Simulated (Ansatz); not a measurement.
## Molecular dynamics of Mo

Input file:

```yaml
accuracy: low
crystal:
  lattice:
    - [6.600444, 0.0, 0.0]
    - [0.0, 6.600444, 0.0]
    - [0.0, 0.0, 6.600444]
  atoms:
    - { symbol: Mo, position: [-0.0040276, -0.05841971, -0.07130492] }
    - { symbol: Mo, position: [0.51477556, -0.01441458, -0.05517775] }
    - { symbol: Mo, position: [-0.006466, 0.45753291, -0.01782506] }
    - { symbol: Mo, position: [-0.03483708, 0.03737942, 0.42977839] }
    - { symbol: Mo, position: [0.26533028, 0.22584269, 0.24935215] }
    - { symbol: Mo, position: [0.47972202, 0.50875952, -0.04539329] }
    - { symbol: Mo, position: [0.46185872, -0.02950036, 0.48509902] }
    - { symbol: Mo, position: [0.73686967, 0.22409644, 0.22588901] }
    - { symbol: Mo, position: [-0.01170479, 0.55165667, 0.42601184] }
    - { symbol: Mo, position: [0.20429276, 0.78094459, 0.18334407] }
    - { symbol: Mo, position: [0.26991529, 0.22563526, 0.69373369] }
    - { symbol: Mo, position: [0.53085712, 0.52323992, 0.46495448] }
    - { symbol: Mo, position: [0.74328101, 0.74496366, 0.24714678] }
    - { symbol: Mo, position: [0.77367813, 0.19326491, 0.72993257] }
    - { symbol: Mo, position: [0.22948416, 0.70788949, 0.74176273] }
    - { symbol: Mo, position: [0.76409505, 0.72745625, 0.68735371] }
basis:
  ecutwfc: 420.0
kpoints:
  mp_grid: { grid: [2, 2, 2] }
hamiltonian:
  xc: pbe
  dispersion: d3bj
scf:
  occupations: { method: fermi_dirac, width: 0.17 }
  lower_state_search: "off"
md:
  timestep: 3
  n_steps: 130
  ensemble: npt_langevin
  temperature: 1400.0
  initial_velocities: maxwell_boltzmann
  seed: 760303
  friction: 0.01
  pressure: 20.0
  fix_cell: []
```

Launched with:

```bash
$ ansatz run input.yaml --threads 2 --pin off --max-ram 5120MiB --backend cpu --events-out ev --progress --plain --runs-dir out
```

It goes on from the last frame of an earlier run, with new velocities.

Output, in part (step lines):

```
md step     0: t =     0.00 fs  T =  1312.5 K  F+E_penalty+E_count = -79298.82489820 eV  E_kin = 2.714460 eV  conserved = -79260.89802468 eV  P_inst = -18.3277 GPa  V = 287.5540 Å³  selection 1  (7 SCF iters)
[... lines left out ...]
```

The steps, from the saved trajectory:

```csv
time (fs),T (K),potential energy less start (eV),conserved less start (meV/atom),P (GPa),volume (Å³)
0.0,1312,0.000,0.00,-18.3,287.6
12.0,1511,-0.432,-0.09,-17.5,285.2
24.0,1509,-1.996,-0.16,-15.8,278.7
36.0,2214,-4.024,-0.61,-10.9,268.9
48.0,2654,-5.407,-0.77,-1.9,257.0
60.0,2223,-5.879,-0.46,9.9,244.7
72.0,2571,-5.946,-0.77,22.8,233.7
84.0,2471,-4.959,-0.59,36.1,224.7
96.0,2213,-3.162,-0.18,48.8,217.9
108.0,2394,-2.041,-0.31,56.1,214.5
120.0,1737,-1.316,0.07,57.3,214.1
132.0,1281,-1.515,0.34,53.8,215.8
144.0,1711,-3.417,0.07,44.2,220.3
156.0,1822,-5.959,-0.23,31.6,226.5
168.0,1826,-7.647,-0.16,20.3,233.1
180.0,1510,-7.781,0.22,13.3,238.5
192.0,1409,-7.594,0.28,8.1,243.1
204.0,1294,-7.737,0.31,3.3,246.9
216.0,1199,-7.679,0.36,1.3,248.7
228.0,902,-7.487,0.51,1.5,248.7
240.0,1137,-7.313,0.39,3.7,247.1
252.0,1369,-7.240,0.33,6.7,244.5
264.0,1548,-7.239,0.20,11.1,240.6
276.0,1726,-7.028,0.02,17.6,235.6
288.0,1716,-6.113,0.11,25.2,231.1
300.0,1279,-5.062,0.59,30.5,228.2
312.0,1620,-5.085,0.23,32.7,226.4
324.0,2053,-5.513,-0.25,32.3,226.0
336.0,1563,-5.393,0.18,31.8,226.3
348.0,1641,-5.317,0.33,31.2,227.3
360.0,1640,-5.707,0.18,28.5,228.8
372.0,1991,-5.991,-0.10,25.9,230.4
384.0,1894,-5.856,-0.12,23.7,232.5
```

All steps were run. The conserved energy stayed within 0.77 meV per atom of its start (net change 0.12 meV per atom), so the integration is sound. The mean temperature of the second half is 11 % above the set value. A run of 0.39 ps of so small a system gives no equilibrium averages. Limits of this set-up: coarse k mesh, low accuracy level. The cell's volume went from 288 to 234 Å³.

Mean squared displacements from the first frame to the last, about the centre of mass, the cell's change included: Mo 0.17 Å².

Last frame:

```xyz
16
Lattice="6.1631 -0.0462 0.0353 -0.0462 6.2384 -0.0202 0.0353 -0.0202 6.0791" Properties=species:S:1:pos:R:3
Mo -0.033 -0.331 -0.195
Mo 3.248 0.086 -0.247
Mo -0.167 3.042 -0.142
Mo -0.151 -0.154 2.769
Mo 1.487 1.482 1.380
Mo 3.078 3.195 0.039
Mo 3.026 -0.140 2.969
Mo 4.527 1.539 1.515
Mo 0.050 3.111 2.804
Mo 1.554 4.529 1.252
Mo 1.390 1.647 4.287
Mo 2.956 2.954 2.996
Mo 4.504 4.634 1.511
Mo 4.764 1.399 4.346
Mo 1.407 4.728 4.307
Mo 4.551 4.685 4.518
```

Run time: 17 min on 2 threads of Arm Neoverse V1 (shared host), peak memory 1 GiB.
